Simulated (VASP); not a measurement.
## Al2O3: single point with PBEsol

The system is Al2O3.

```
CELL_PARAMETERS angstrom
3.01748 0.00000 0.00000
-1.50874 2.61322 0.00000
0.00000 0.00000 7.57464
ATOMIC_POSITIONS crystal
Al 0.00000 0.00000 0.72205
Al 0.00000 0.00000 0.27795
O 0.00000 0.00000 0.50000
O 0.66667 0.33333 0.80055
O 0.33333 0.66667 0.19945
```

Measurements of this composition are mostly on another form, of space group No. 167.

```yaml
Program: VASP 6.6.1
Task: single point
Functional: PBEsol
Potentials_or_basis: VASP PAW PBE potentials, release 54 (Al, O)
Cutoff: 520 eV
k_mesh: 10 × 10 × 4
Occupations: gaussian, width 0.02 eV
Spin: no spin polarisation
```

```json
{
 "Pressure": "-3.5 GPa",
 "Largest force": "0.188 eV/Å",
 "Band gap on the k mesh": "2.19 eV, direct"
}
```

Forces on the atoms (eV/Å):
```
Al   0.000  0.000 -0.092
Al   0.000  0.000  0.092
O    0.000  0.000  0.000
O    0.000  0.000 -0.188
O    0.000  0.000  0.188
```

Stress tensor (GPa, compression positive):
```
-3.94  0.00  0.00
 0.00 -3.94  0.00
 0.00  0.00 -2.63
```

Levels at points of the mesh, in eV from the valence-band top:
```
           k point  band 9  band 10  band 11  band 12  band 13  band 14  band 15  band 16
(0.00, 0.00, 0.00)   -3.72    -2.34     0.00     0.00     2.19     4.19     7.22    10.39
(0.50, 0.00, 0.00)   -3.56    -3.11    -1.78    -0.49     4.45     6.08     8.06     8.83
(0.00, 0.00, 0.50)   -3.67    -3.12     0.00     0.00     3.15     3.23     7.98     8.63
(0.50, 0.00, 0.50)   -3.45    -3.34    -1.70    -0.49     4.90     5.47     8.00     8.52
```

It took 31 s on 1 thread of AMD EPYC 9R45 (Zen 5), with other jobs on the host, peak memory 0.15 GiB.

Caveat: the PAW data sets were made with another functional, which shifts forces and pressure a little. A hybrid or GW would open this gap; PBEsol tends to underestimate it.
